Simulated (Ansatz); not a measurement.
# TlBr: how the settings move a relaxation

Question: which choices in the input matter for TlBr?

Computed with Ansatz 0.2.0 (reference: DFT, LDA, PAW with Ansatz's default frozen-core files, scalar-relativistic, unless a step's input says otherwise).

### 1 Starting point

The structure is cubic, space group Pm-3m (No. 221). Conventional cell: a = 4.032 Å, b = 4.032 Å, c = 4.032 Å, α = 90.00°, β = 90.00°, γ = 90.00°. Around Tl (site symmetry m-3m) lie 8 Br at 3.49 Å. Around Br (site symmetry m-3m) lie 8 Tl at 3.49 Å.

Structure file:

```
CELL_PARAMETERS angstrom
4.03237 0.00000 0.00000
0.00000 4.03237 0.00000
0.00000 0.00000 4.03237
ATOMIC_POSITIONS crystal
Tl 0.00000 0.00000 0.00000
Br 0.50000 0.50000 0.50000
```

### 2 Baseline

Contents of input.yaml:

```yaml
crystal:
  lattice:
    - [4.0323744272, 0.0, 0.0]
    - [0.0, 4.0323744272, 0.0]
    - [0.0, 0.0, 4.0323744272]
  atoms:
    - { symbol: Tl, position: [0.0, 0.0, 0.0] }
    - { symbol: Br, position: [0.5, 0.5, 0.5] }
kpoints:
  mp_grid: { grid: [6, 6, 6] }
scf:
  occupations: { method: fermi_dirac, width: 0.02 }
hamiltonian:
  xc: lda
  pseudopotentials: { kind: paw }
output:
  forces: true
  stress: true
  efg: { contact_densities: true }
relax:
  f_tol: 0.005
  max_steps: 80
  cell: {}
```

Launch:

```bash
ansatz run input.yaml --threads 1 --pin off --max-ram 2048MiB --backend cpu --events-out ev --progress --plain --runs-dir out
```

### 3 Changing settings: symmetry.detect false, eigensolver.kind davidson, mixing.algorithm anderson, mixing.beta 0.3

Changes to input.yaml since step 2:

```diff
@@ -8,2 +8,3 @@
     - { symbol: Br, position: [0.5, 0.5, 0.5] }
+  symmetry: { detect: false }
 kpoints:
@@ -12,2 +13,4 @@
   occupations: { method: fermi_dirac, width: 0.02 }
+  eigensolver: { kind: davidson }
+  mixing: { algorithm: anderson, beta: 0.3 }
 hamiltonian:
```

### 4 Changing settings: dispersion d4

Changes to input.yaml since step 2:

```diff
@@ -15,2 +15,3 @@
   pseudopotentials: { kind: paw }
+  dispersion: d4
 output:
```

**Question.** What will these runs give? Wanted: for each run, ending; energy change; pressure; gap; force.

**Answer**, as computed:

| run | ending | energy change | pressure (GPa) | gap (eV) | force (eV/Å) | cycles | time |
| --- | --- | --- | --- | --- | --- | --- | --- |
| reference | converged | 0 | 0.0 | 1.37 | 0.00 | 31 | 10 s |
| 1: symmetry.detect false, eigensolver.kind davidson, mixing.algorithm anderson, mixing.beta 0.3 | converged | 0.0 meV/atom | 0.0 | 1.37 | 0.00 | 37 | 68 s |
| 2: dispersion d4 | converged | -341.2 meV/atom (offset of the dispersion model) | 0.0 | 1.22 | 0.00 | 34 | 9.9 s |

What this shows: «symmetry.detect false, eigensolver.kind davidson, mixing.algorithm anderson, mixing.beta 0.3» leaves the energy as it was. The gap spans 1.22 to 1.37 eV over the reference and the converged variants. Of the variants the dearest is «symmetry.detect false, eigensolver.kind davidson, mixing.algorithm anderson, mixing.beta 0.3» (68 s), the cheapest «dispersion d4» (9.9 s), on a shared host. The gap of the reference lacks spin-orbit coupling, though the cell holds Tl.
